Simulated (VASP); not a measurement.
Level of theory: revPBE GGA, VASP's PBE PAW potentials (set 64) (plane waves; VASP).

Input for VASP

INCAR:
```
SYSTEM = MgF2
PREC = Accurate
ENCUT = 400
EDIFF = 1E-6
NELM = 100
ALGO = Normal
LREAL = .FALSE.
LASPH = .TRUE.
ISMEAR = 0
SIGMA = 0.01
GGA = RE
LWAVE = .FALSE.
LCHARG = .FALSE.
ISIF = 2
```

POSCAR:
```
MgF2
1.0
  4.6221230000   0.0000000000   0.0000000000
  0.0000000000   4.6221230000   0.0000000000
  0.0000000000   0.0000000000   3.0523520000
Mg F
2 4
Cart
  2.3110615000   2.3110615000   1.5261760000
  0.0000000000   0.0000000000   0.0000000000
  3.2219895008   3.2219895008   0.0000000000
  1.4001334992   1.4001334992   0.0000000000
  3.7111949992   0.9109280008   1.5261760000
  0.9109280008   3.7111949992   1.5261760000
```

**KPOINTS**
```
Automatic mesh
0
Gamma
4 4 4
0 0 0
```

POTCAR, in this order: Mg F (PBE.64 set). Program: vasp_std.

Output of the run:

File OSZICAR:
```
       N       E                     dE             d eps       ncg     rms          rms(c)
DAV:   1     0.159748220881E+03    0.15975E+03   -0.16015E+04   768   0.121E+03
DAV:   2    -0.250085989335E+02   -0.18476E+03   -0.17561E+03   864   0.301E+02
DAV:   3    -0.324454772919E+02   -0.74369E+01   -0.74212E+01   840   0.641E+01
DAV:   4    -0.324868057553E+02   -0.41328E-01   -0.41321E-01   808   0.540E+00
DAV:   5    -0.324870783520E+02   -0.27260E-03   -0.27259E-03   824   0.433E-01    0.980E+00
DAV:   6    -0.299799530535E+02    0.25071E+01   -0.99915E+00   808   0.239E+01    0.319E+00
DAV:   7    -0.300275340049E+02   -0.47581E-01   -0.14539E-01   780   0.275E+00    0.202E+00
DAV:   8    -0.300880907529E+02   -0.60557E-01   -0.79130E-02   784   0.301E+00    0.177E-01
DAV:   9    -0.300901881504E+02   -0.20974E-02   -0.55552E-03   840   0.569E-01    0.828E-02
DAV:  10    -0.300905458515E+02   -0.35770E-03   -0.44956E-04   768   0.183E-01    0.205E-02
DAV:  11    -0.300905511358E+02   -0.52843E-05   -0.10304E-04   836   0.786E-02    0.163E-02
DAV:  12    -0.300905487523E+02    0.23835E-05   -0.39088E-05   796   0.492E-02    0.379E-03
DAV:  13    -0.300905485758E+02    0.17658E-06   -0.11979E-06   456   0.928E-03
   1 F= -.30090549E+02 E0= -.30090549E+02  d E =-.443847-110
```

**OUTCAR**
```
------------------------ aborting loop because EDIFF is reached ----------------------------------------
  FORCE on cell =-STRESS in cart. coord.  units (eV):
  Direction    XX          YY          ZZ          XY          YZ          ZX
  --------------------------------------------------------------------------------------
  Total       -1.2561067     -1.2561067     -1.1048897     -0.0000000      0.0000000      0.0000000
  in kB      -30.8616750    -30.8616750    -27.1463791     -0.0000000      0.0000000      0.0000000
  external PRESSURE =     -29.6232430 kB  Pullay stress =       0.0000000 kB
  volume of cell :       65.21
      direct lattice vectors                 reciprocal lattice vectors
     4.622123000  0.000000000  0.000000000     0.216350798  0.000000000  0.000000000
     0.000000000  4.622123000  0.000000000     0.000000000  0.216350798  0.000000000
     0.000000000  0.000000000  3.052352000     0.000000000  0.000000000  0.327616212
 POSITION                                       TOTAL-FORCE (eV/Angst)
 -----------------------------------------------------------------------------------
      2.31106      2.31106      1.52618         0.000000      0.000000      0.000000
      0.00000      0.00000      0.00000         0.000000      0.000000      0.000000
      3.22199      3.22199      0.00000         0.037930      0.037930      0.000000
      1.40013      1.40013      0.00000        -0.037930     -0.037930     -0.000000
      3.71119      0.91093      1.52618        -0.037930      0.037930      0.000000
      0.91093      3.71119      1.52618         0.037930     -0.037930     -0.000000
 -----------------------------------------------------------------------------------
    total drift:                                0.000000      0.000000      0.000000
  FREE ENERGIE OF THE ION-ELECTRON SYSTEM (eV)
  ---------------------------------------------------
  free  energy   TOTEN  =       -30.0905485758 eV

  energy  without entropy=      -30.0905485758  energy(sigma->0) =      -30.09054858
```
(Selected blocks of OUTCAR.)

File OUTCAR:
```
 val. band max:       -1.0848998894   @ k =   0.0000   0.0000   0.0000

 cond. band min:       6.2882481162   @ k =   0.0000   0.0000   0.0000


 Fermi energy:        -0.9284517453

 k-point     1 :       0.0000    0.0000    0.0000
  band No.  band energies     occupation
      1     -21.8892      2.00000
      2     -21.0967      2.00000
      3     -21.0967      2.00000
      4     -21.0015      2.00000
      5      -5.1045      2.00000
      6      -3.5269      2.00000
      7      -3.1433      2.00000
      8      -3.1433      2.00000
      9      -2.9668      2.00000
     10      -2.9435      2.00000
     11      -2.2982      2.00000
     12      -2.2982      2.00000
     13      -1.8101      2.00000
     14      -1.4055      2.00000
     15      -1.4055      2.00000
     16      -1.0849      2.00000
     17       6.2882      0.00000
     18      11.4500      0.00000
     19      11.4500      0.00000
     20      12.9516      0.00000

 k-point     2 :       0.2500    0.0000    0.0000
  band No.  band energies     occupation
      1     -21.7919      2.00000
      2     -21.2587      2.00000
      3     -21.0681      2.00000
      4     -20.9715      2.00000
      5      -4.8831      2.00000
      6      -3.7132      2.00000
      7      -3.4151      2.00000
      8      -2.8734      2.00000
      9      -2.8477      2.00000
     10      -2.5391      2.00000
     11      -2.4021      2.00000
     12      -2.2246      2.00000
     13      -1.8929      2.00000
     14      -1.8824      2.00000
     15      -1.4482      2.00000
     16      -1.2259      2.00000
     17       7.0248      0.00000
     18      10.4667      0.00000
     19      11.8430      0.00000
     20      13.1047      0.00000

 k-point     3 :       0.5000    0.0000    0.0000
  band No.  band energies     occupation
      1     -21.5390      2.00000
      2     -21.5390      2.00000
      3     -21.0042      2.00000
      4     -21.0042      2.00000
      5      -4.3588      2.00000
...
```

At this cut-off the stress carries a Pulay error, which pulls relaxed volumes low.

The structure comes from a computed database's MgF2 entry; how it stands against other phases isn't given here. The cell was not relaxed at this level. The k-mesh is coarse (spacing up to 0.51 per Å, 2π included), so the numbers may not be converged in it. The run is one of a series of settings (KPOINTS 4×4×4 Γ-centred mesh against the base run), some of them coarse on purpose.
